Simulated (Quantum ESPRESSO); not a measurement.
# Hf (P6_3/mmc) in Quantum ESPRESSO: further runs, part 2 of 2

Quantum ESPRESSO 7.5.

## Step 4: Band structure, LDA

pw.in reads:

```
&CONTROL
  calculation = 'scf'
  prefix = 'pwscf'
  outdir = './tmp'
  pseudo_dir = './pseudo'
  tprnfor = .true.
  tstress = .true.
  disk_io = 'low'
/
&SYSTEM
  ibrav = 0
  nat = 2
  ntyp = 1
  ecutwfc = 58
  nbnd = 19
  occupations = 'smearing'
  smearing = 'fd'
  degauss = 0.00367493
/
&ELECTRONS
  conv_thr = 4d-10
  electron_maxstep = 120
  mixing_beta = 0.5
/
ATOMIC_SPECIES
Hf   178.4900 Hf.upf
CELL_PARAMETERS angstrom
   3.1967000000    0.0000000000    0.0000000000
  -1.5983500000    2.7684234083    0.0000000000
   0.0000000000    0.0000000000    5.0578000000
ATOMIC_POSITIONS angstrom
Hf     1.5983500002    0.9228078027    3.7933500000
Hf    -0.0000000002    1.8456156056    1.2644500000
K_POINTS automatic
10 10 5 0 0 0
```

pp_density.in reads:

```
&INPUTPP
  prefix = 'pwscf'
  outdir = './tmp'
  filplot = 'density.dat'
  plot_num = 0
/
&PLOT
  nfile = 1
  filepp(1) = 'density.dat'
  iflag = 3
  output_format = 6
  fileout = 'density.cube'
/
```

pp_potential.in reads:

```
&INPUTPP
  prefix = 'pwscf'
  outdir = './tmp'
  filplot = 'potential.dat'
  plot_num = 11
/
&PLOT
  nfile = 1
  filepp(1) = 'potential.dat'
  iflag = 3
  output_format = 6
  fileout = 'potential.cube'
/
```

pp_elf.in reads:

```
&INPUTPP
  prefix = 'pwscf'
  outdir = './tmp'
  filplot = 'elf.dat'
  plot_num = 8
/
&PLOT
  nfile = 1
  filepp(1) = 'elf.dat'
  iflag = 3
  output_format = 6
  fileout = 'elf.cube'
/
```

bands.in reads:

```
&CONTROL
  calculation = 'bands'
  prefix = 'pwscf'
  outdir = './tmp'
  pseudo_dir = './pseudo'
  disk_io = 'low'
  verbosity = 'high'
/
&SYSTEM
  ibrav = 0
  nat = 2
  ntyp = 1
  ecutwfc = 58
  nbnd = 19
  occupations = 'smearing'
  smearing = 'fd'
  degauss = 0.00367493
/
&ELECTRONS
  conv_thr = 1d-08
  electron_maxstep = 120
  mixing_beta = 0.5
  diago_full_acc = .true.
/
ATOMIC_SPECIES
Hf   178.4900 Hf.upf
CELL_PARAMETERS angstrom
   3.1967000000    0.0000000000    0.0000000000
  -1.5983500000    2.7684234083    0.0000000000
   0.0000000000    0.0000000000    5.0578000000
ATOMIC_POSITIONS angstrom
Hf     1.5983500002    0.9228078027    3.7933500000
Hf    -0.0000000002    1.8456156056    1.2644500000
K_POINTS crystal
60
 0.0000000000  0.0000000000  0.0000000000 1
 0.0714285714  0.0000000000  0.0000000000 1
 0.1428571429  0.0000000000  0.0000000000 1
 0.2142857143  0.0000000000  0.0000000000 1
 0.2857142857  0.0000000000  0.0000000000 1
 0.3571428571  0.0000000000  0.0000000000 1
 0.4285714286  0.0000000000  0.0000000000 1
 0.5000000000  0.0000000000  0.0000000000 1
 0.4583333333  0.0833333333  0.0000000000 1
 0.4166666667  0.1666666667  0.0000000000 1
 0.3750000000  0.2500000000  0.0000000000 1
 0.3333333333  0.3333333333  0.0000000000 1
 0.2962962963  0.2962962963  0.0000000000 1
 0.2592592593  0.2592592593  0.0000000000 1
 0.2222222222  0.2222222222  0.0000000000 1
 0.1851851852  0.1851851852  0.0000000000 1
 0.1481481481  0.1481481481  0.0000000000 1
 0.1111111111  0.1111111111  0.0000000000 1
 0.0740740741  0.0740740741  0.0000000000 1
 0.0370370370  0.0370370370  0.0000000000 1
 0.0000000000  0.0000000000  0.0000000000 1
 0.0000000000  0.0000000000  0.1250000000 1
 0.0000000000  0.0000000000  0.2500000000 1
 0.0000000000  0.0000000000  0.3750000000 1
 0.0000000000  0.0000000000  0.5000000000 1
 0.0625000000  0.0000000000  0.5000000000 1
 0.1250000000  0.0000000000  0.5000000000 1
 0.1875000000  0.0000000000  0.5000000000 1
 0.2500000000  0.0000000000  0.5000000000 1
 0.3125000000  0.0000000000  0.5000000000 1
 0.3750000000  0.0000000000  0.5000000000 1
 0.4375000000  0.0000000000  0.5000000000 1
 0.5000000000  0.0000000000  0.5000000000 1
 0.4666666667  0.0666666667  0.5000000000 1
 0.4333333333  0.1333333333  0.5000000000 1
 0.4000000000  0.2000000000  0.5000000000 1
 0.3666666667  0.2666666667  0.5000000000 1
 0.3333333333  0.3333333333  0.5000000000 1
 0.3030303030  0.3030303030  0.5000000000 1
 0.2727272727  0.2727272727  0.5000000000 1
 0.2424242424  0.2424242424  0.5000000000 1
 0.2121212121  0.2121212121  0.5000000000 1
 0.1818181818  0.1818181818  0.5000000000 1
 0.1515151515  0.1515151515  0.5000000000 1
 0.1212121212  0.1212121212  0.5000000000 1
 0.0909090909  0.0909090909  0.5000000000 1
 0.0606060606  0.0606060606  0.5000000000 1
 0.0303030303  0.0303030303  0.5000000000 1
 0.0000000000  0.0000000000  0.5000000000 1
 0.5000000000  0.0000000000  0.5000000000 1
 0.5000000000  0.0000000000  0.3750000000 1
 0.5000000000  0.0000000000  0.2500000000 1
 0.5000000000  0.0000000000  0.1250000000 1
 0.5000000000  0.0000000000  0.0000000000 1
 0.3333333333  0.3333333333  0.0000000000 1
 0.3333333333  0.3333333333  0.1000000000 1
 0.3333333333  0.3333333333  0.2000000000 1
 0.3333333333  0.3333333333  0.3000000000 1
 0.3333333333  0.3333333333  0.4000000000 1
 0.3333333333  0.3333333333  0.5000000000 1
```

Potentials or basis: PseudoDojo 0.4.1 SR LDA standard.

The run is started by

```console
> OMP_NUM_THREADS=1 pw.x -in pw.in > pw.out
> OMP_NUM_THREADS=1 pp.x -in pp_density.in > pp_density.out
> OMP_NUM_THREADS=1 pp.x -in pp_potential.in > pp_potential.out
> OMP_NUM_THREADS=1 pp.x -in pp_elf.in > pp_elf.out
> OMP_NUM_THREADS=1 pw.x -in bands.in > bands.out
```

Run time: 41 s. Hardware: 1 thread of Arm Neoverse V2, shared host; peak memory 0.09 GiB.

Results (log left out):

```
Free energy            : -3071.9143 eV
Pressure               : -8.9 GPa
Band gap on the k mesh : none (metal or under the smearing width)
```

Stress tensor (GPa, compression positive):
```
-8.67  0.00  0.00
 0.00 -8.67  0.00
 0.00  0.00 -9.27
```

Levels at the corners of the path, in eV from the Fermi level:
| point | band 8 | band 9 | band 10 | band 11 | band 12 | band 13 | band 14 | band 15 | band 16 | band 17 |
| --- | --- | --- | --- | --- | --- | --- | --- | --- | --- | --- |
| Γ | -30.13 | -7.34 | -3.70 | 0.77 | 1.14 | 1.14 | 1.42 | 1.95 | 1.95 | 2.58 |
| M | -30.22 | -3.34 | -2.73 | -2.20 | -0.72 | 0.74 | 0.88 | 1.66 | 5.83 | 6.34 |
| K | -30.45 | -2.12 | -1.76 | -1.76 | -1.37 | 0.36 | 0.36 | 2.03 | 5.16 | 5.16 |
| Γ | -30.13 | -7.34 | -3.70 | 0.77 | 1.14 | 1.14 | 1.42 | 1.95 | 1.95 | 2.58 |
| A | -30.19 | -5.36 | -5.36 | 0.16 | 0.16 | 1.03 | 1.03 | 1.03 | 1.03 | 4.73 |
| L | -30.33 | -3.39 | -3.39 | -0.98 | -0.98 | 1.26 | 1.26 | 2.61 | 2.61 | 6.07 |
| H | -30.27 | -1.78 | -1.78 | -1.41 | -1.41 | -0.14 | -0.14 | 2.48 | 2.48 | 5.02 |
| A | -30.19 | -5.36 | -5.36 | 0.16 | 0.16 | 1.03 | 1.03 | 1.03 | 1.03 | 4.73 |
| L | -30.33 | -3.39 | -3.39 | -0.98 | -0.98 | 1.26 | 1.26 | 2.61 | 2.61 | 6.07 |
| M | -30.22 | -3.34 | -2.73 | -2.20 | -0.72 | 0.74 | 0.88 | 1.66 | 5.83 | 6.34 |
| K | -30.45 | -2.12 | -1.76 | -1.76 | -1.37 | 0.36 | 0.36 | 2.03 | 5.16 | 5.16 |
| H | -30.27 | -1.78 | -1.78 | -1.41 | -1.41 | -0.14 | -0.14 | 2.48 | 2.48 | 5.02 |

Caveat: spin-orbit coupling is left out, which moves the levels of the heavy elements.

## Step 5: Band structure, PBEsol

pw.in is that of step 4.

bands.in is that of step 4.

Potentials or basis: PseudoDojo 0.4.1 SR PBEsol standard.

The run is started by

```console
> OMP_NUM_THREADS=1 pw.x -in pw.in > pw.out
> OMP_NUM_THREADS=1 pw.x -in bands.in > bands.out
```

pw.out:

```text
This program is part of the open-source Quantum ESPRESSO suite
     for quantum simulation of materials; please cite
[... 9 lines left out ...]
     --------------------
     sticks:   dense  smooth     PW     G-vecs:    dense   smooth      PW
     Sum         583     583    163                18101    18101    2911

     Using Slab Decomposition

     bravais-lattice index     =            0
     lattice parameter (alat)  =       6.0409  a.u.
     unit-cell volume          =     302.0596 (a.u.)^3
     number of atoms/cell      =            2
     number of atomic types    =            1
     number of electrons       =        24.00
     number of Kohn-Sham states=           19
     kinetic-energy cutoff     =      58.0000  Ry
     charge density cutoff     =     232.0000  Ry
     scf convergence threshold =      4.0E-10
     mixing beta               =       0.5000
     number of iterations used =            8  plain     mixing
     Exchange-correlation= PBESOL
                           (   1   4  10   8   0   0   0)

     celldm(1)=   6.040888  celldm(2)=   0.000000  celldm(3)=   0.000000
     celldm(4)=   0.000000  celldm(5)=   0.000000  celldm(6)=   0.000000

     crystal axes: (cart. coord. in units of alat)
               a(1) = (   1.000000   0.000000   0.000000 )
               a(2) = (  -0.500000   0.866025   0.000000 )
               a(3) = (   0.000000   0.000000   1.582194 )

     reciprocal axes: (cart. coord. in units 2 pi/alat)
               b(1) = (  1.000000  0.577350 -0.000000 )
               b(2) = (  0.000000  1.154701  0.000000 )
               b(3) = (  0.000000 -0.000000  0.632034 )

     PseudoPot. # 1 for Hf read from file:
     Hf.upf
     Pseudo is Norm-conserving + core correction, Zval = 12.0
     Generated using ONCVPSP code by D. R. Hamann
     Using radial grid of 1656 points,  8 beta functions with:
                l(1) =   0
                l(2) =   0
                l(3) =   1
                l(4) =   1
                l(5) =   2
                l(6) =   2
                l(7) =   3
                l(8) =   3

     atomic species   valence    mass     pseudopotential
     Hf               12.00   178.49000     Hf( 1.00)

     24 Sym. Ops., with inversion, found (12 have fractional translation)

   Cartesian axes

     site n.     atom                  positions (alat units)
         1        Hf     tau(   1) = (   0.5000000   0.2886751   1.1866456  )
         2        Hf     tau(   2) = (  -0.0000000   0.5773503   0.3955485  )

     number of k points=    42  Fermi-Dirac smearing, width (Ry)=  0.0037
                       cart. coord. in units 2pi/alat
        k(    1) = (   0.0000000   0.0000000   0.0000000), wk =   0.0040000
        k(    2) = (   0.0000000   0.0000000   0.1264067), wk =   0.0080000
        k(    3) = (   0.0000000   0.0000000   0.2528135), wk =   0.0080000
        k(    4) = (   0.0000000   0.1154701   0.0000000), wk =   0.0240000
        k(    5) = (   0.0000000   0.1154701   0.1264067), wk =   0.0480000
        k(    6) = (   0.0000000   0.1154701   0.2528135), wk =   0.0480000
[... 34 lines left out ...]
        k(   41) = (   0.3000000   0.5196152   0.1264067), wk =   0.0480000
        k(   42) = (   0.3000000   0.5196152   0.2528135), wk =   0.0480000

     Dense  grid:    18101 G-vectors     FFT dimensions: (  30,  30,  48)

     Initial potential from superposition of free atoms

     starting charge      23.9966, renormalised to      24.0000
     Starting wfcs are   20 randomized atomic wfcs

     Self-consistent Calculation

     iteration #  1     ecut=    58.00 Ry     beta= 0.50
     Davidson diagonalization with overlap
     ethr =  1.00E-02,  avg # of iterations =  2.5

     Threshold (ethr) on eigenvalues was too large:
     Diagonalizing with lowered threshold

     Davidson diagonalization with overlap
     ethr =  1.35E-04,  avg # of iterations =  4.3

     total energy              =    -225.52390063 Ry
     estimated scf accuracy    <       0.04083432 Ry

     iteration #  2     ecut=    58.00 Ry     beta= 0.50
     Davidson diagonalization with overlap
     ethr =  1.70E-04,  avg # of iterations =  1.8

     total energy              =    -225.52496758 Ry
     estimated scf accuracy    <       0.00483981 Ry

     iteration #  3     ecut=    58.00 Ry     beta= 0.50
     Davidson diagonalization with overlap
     ethr =  2.02E-05,  avg # of iterations =  2.9

     total energy              =    -225.52562842 Ry
     estimated scf accuracy    <       0.00018602 Ry
[... 26 lines left out ...]
     total energy              =    -225.52566908 Ry
     estimated scf accuracy    <          8.1E-10 Ry

     iteration #  8     ecut=    58.00 Ry     beta= 0.50
     Davidson diagonalization with overlap
     ethr =  3.39E-12,  avg # of iterations =  4.4

     total energy              =    -225.52566908 Ry
     estimated scf accuracy    <          1.2E-09 Ry

     iteration #  9     ecut=    58.00 Ry     beta= 0.50
     Davidson diagonalization with overlap
     ethr =  3.39E-12,  avg # of iterations =  2.0

     End of self-consistent calculation

          k = 0.0000 0.0000 0.0000 (  2297 PWs)   bands (ev):

   -47.4361 -47.3647 -16.5551 -15.8068 -15.8068 -15.6813 -15.6780 -15.6780
     7.0690  10.7381  15.1131  15.6264  15.6264  15.9030  16.4468  16.4468
    17.0810  17.0810  19.7956

          k = 0.0000 0.0000 0.1264 (  2273 PWs)   bands (ev):

   -47.4293 -47.3715 -16.4768 -15.7946 -15.7946 -15.7704 -15.6904 -15.6904
     7.4328  10.5229  14.6825  15.4657  15.4657  15.5944  16.1694  16.1694
    17.6322  17.6322  19.9033

          k = 0.0000 0.0000 0.2528 (  2261 PWs)   bands (ev):

   -47.4115 -47.3895 -16.2669 -15.9974 -15.7626 -15.7626 -15.7228 -15.7228
     8.4195   9.6674  14.4284  14.9123  15.4147  15.4147  15.6905  15.6905
    18.7197  18.7197  19.6554
[... 61 lines left out ...]
          k = 0.0000 0.4619 0.1264 (  2250 PWs)   bands (ev):

   -47.3806 -47.3552 -16.4028 -16.2586 -16.1066 -15.9479 -15.8416 -15.7790
    10.5317  11.8464  12.7129  13.5761  15.3920  15.6450  15.7495  19.1787
    19.5104  19.7165  20.6615

          k = 0.0000 0.4619 0.2528 (  2247 PWs)   bands (ev):

   -47.3728 -47.3631 -16.4286 -16.3681 -15.9520 -15.8963 -15.8553 -15.8318
    10.7509  11.3089  13.2354  13.6875  15.2462  15.5142  16.4771  17.7497
    19.6804  19.9741  20.3265

          k = 0.0000-0.5774 0.0000 (  2256 PWs)   bands (ev):

   -47.3762 -47.3527 -16.3800 -16.2325 -16.1861 -15.9832 -15.9034 -15.7679
    11.0956  11.7079  12.2315  13.6635  15.2325  15.3220  16.1234  20.3492
    20.8628  20.9273  21.3980

          k = 0.0000-0.5774 0.1264 (  2258 PWs)   bands (ev):

   -47.3740 -47.3550 -16.4379 -16.3033 -16.0849 -15.9630 -15.8711 -15.7889
    10.8618  11.6955  12.8654  13.2348  15.5416  15.7413  15.7927  19.6157
    20.4628  20.8216  21.1084

          k = 0.0000-0.5774 0.2528 (  2248 PWs)   bands (ev):

   -47.3681 -47.3609 -16.4685 -16.4143 -15.9428 -15.9099 -15.8638 -15.8434
    10.8652  11.3023  13.2544  13.5566  15.4508  15.8637  16.4446  17.8650
    20.5673  20.6433  20.7099

          k = 0.1000 0.1732 0.0000 (  2255 PWs)   bands (ev):

   -47.4219 -47.3596 -16.4799 -15.9472 -15.8940 -15.8050 -15.7175 -15.7094
     7.9413  11.5684  14.1280  14.3509  15.6620  16.1017  16.5080  16.6216
    16.7549  17.3463  20.2291

          k = 0.1000 0.1732 0.1264 (  2259 PWs)   bands (ev):

   -47.4160 -47.3656 -16.4228 -15.9239 -15.9198 -15.8388 -15.7301 -15.7243
     8.2709  11.3559  13.7107  14.4456  15.5118  15.8497  16.0395  16.7468
    17.3553  17.7186  20.1600

          k = 0.1000 0.1732 0.2528 (  2258 PWs)   bands (ev):
[... 119 lines left out ...]
          k = 0.3000 0.5196 0.1264 (  2253 PWs)   bands (ev):

   -47.3643 -47.3570 -16.2818 -16.2780 -16.1807 -16.0143 -15.9487 -15.8903
    12.2781  12.3792  13.0108  13.0760  14.5966  14.6635  16.3524  18.9330
    19.4544  20.2932  20.5820

          k = 0.3000 0.5196 0.2528 (  2255 PWs)   bands (ev):

   -47.3620 -47.3592 -16.3535 -16.3414 -16.1536 -16.0748 -15.8430 -15.8190
    12.3125  12.3844  13.2050  13.3664  14.1722  14.4198  16.5558  17.4288
    19.5563  19.8943  21.9842

     the Fermi energy is    14.4461 ev

!    total energy              =    -225.52566908 Ry
     estimated scf accuracy    <          1.4E-11 Ry
     smearing contrib. (-TS)   =      -0.00080712 Ry
     internal energy E=F+TS    =    -225.52486195 Ry

     The total energy is F=E-TS. E is the sum of the following terms:
     one-electron contribution =     -41.12335035 Ry
     hartree contribution      =      28.33149069 Ry
     xc contribution           =     -56.56363585 Ry
     ewald contribution        =    -156.16936644 Ry

     convergence has been achieved in   9 iterations

     Forces acting on atoms (cartesian axes, Ry/au):

     atom    1 type  1   force =     0.00000000    0.00000000    0.00000000
     atom    2 type  1   force =     0.00000000    0.00000000    0.00000000

     Total force =     0.000000     Total SCF correction =     0.000000

     Computing stress (Cartesian axis) and pressure

          total   stress  (Ry/bohr**3)                   (kbar)     P=      -35.72
  -0.00023247   0.00000000   0.00000000          -34.20        0.00        0.00
   0.00000000  -0.00023247   0.00000000            0.00      -34.20        0.00
   0.00000000   0.00000000  -0.00026360            0.00        0.00      -38.78

=------------------------------------------------------------------------------=
   JOB DONE.
=------------------------------------------------------------------------------=
```

Wall time 43 s (1 thread of Arm Neoverse V2, shared host); peak memory 0.09 GiB.

Results:

```
Free energy            : -3068.4330 eV
Pressure               : -3.6 GPa
Band gap on the k mesh : none (metal or under the smearing width)
```

Levels at the corners of the path, in eV from the Fermi level:
| point | band 9 | band 10 | band 11 | band 12 | band 13 | band 14 | band 15 | band 16 |
| --- | --- | --- | --- | --- | --- | --- | --- | --- |
| Γ | -7.38 | -3.71 | 0.67 | 1.18 | 1.18 | 1.46 | 2.00 | 2.00 |
| M | -3.35 | -2.74 | -2.21 | -0.78 | 0.79 | 0.88 | 1.68 | 5.90 |
| K | -2.12 | -1.79 | -1.79 | -1.42 | 0.37 | 0.37 | 2.04 | 5.22 |
| Γ | -7.38 | -3.71 | 0.67 | 1.18 | 1.18 | 1.46 | 2.00 | 2.00 |
| A | -5.40 | -5.40 | 0.16 | 0.16 | 1.07 | 1.07 | 1.07 | 1.07 |
| L | -3.40 | -3.40 | -0.98 | -0.98 | 1.19 | 1.19 | 2.65 | 2.65 |
| H | -1.76 | -1.76 | -1.44 | -1.44 | -0.18 | -0.18 | 2.52 | 2.52 |
| A | -5.40 | -5.40 | 0.16 | 0.16 | 1.07 | 1.07 | 1.07 | 1.07 |
| L | -3.40 | -3.40 | -0.98 | -0.98 | 1.19 | 1.19 | 2.65 | 2.65 |
| M | -3.35 | -2.74 | -2.21 | -0.78 | 0.79 | 0.88 | 1.68 | 5.90 |
| K | -2.12 | -1.79 | -1.79 | -1.42 | 0.37 | 0.37 | 2.04 | 5.22 |
| H | -1.76 | -1.76 | -1.44 | -1.44 | -0.18 | -0.18 | 2.52 | 2.52 |

Caveat: spin-orbit coupling is left out, which moves the levels of the heavy elements.

## Step 6: Summary

```csv
level,potentials or basis,spin,form of the LDA correlation,gap on the mesh (eV),pressure (GPa)
PBE,PseudoDojo 0.4.1 SR PBE standard,off,-,none,0.6
PBE,PseudoDojo 0.4 FR PBE standard,"SOC, no magnetisation",-,none,0.5
LDA,PseudoDojo 0.4.1 SR LDA standard,off,PW92,none,-8.9
PBEsol,PseudoDojo 0.4.1 SR PBEsol standard,off,-,none,-3.6
```

Alike in all rows: task band structure; cell as given; k mesh 10 × 10 × 5; cutoff (eV) 789; smearing fermi-dirac 0.05 eV.

Caveats: spin-orbit coupling is left out, which moves the levels of the heavy elements (some runs).

Absolute energies hang on the potentials; compare differences alone.
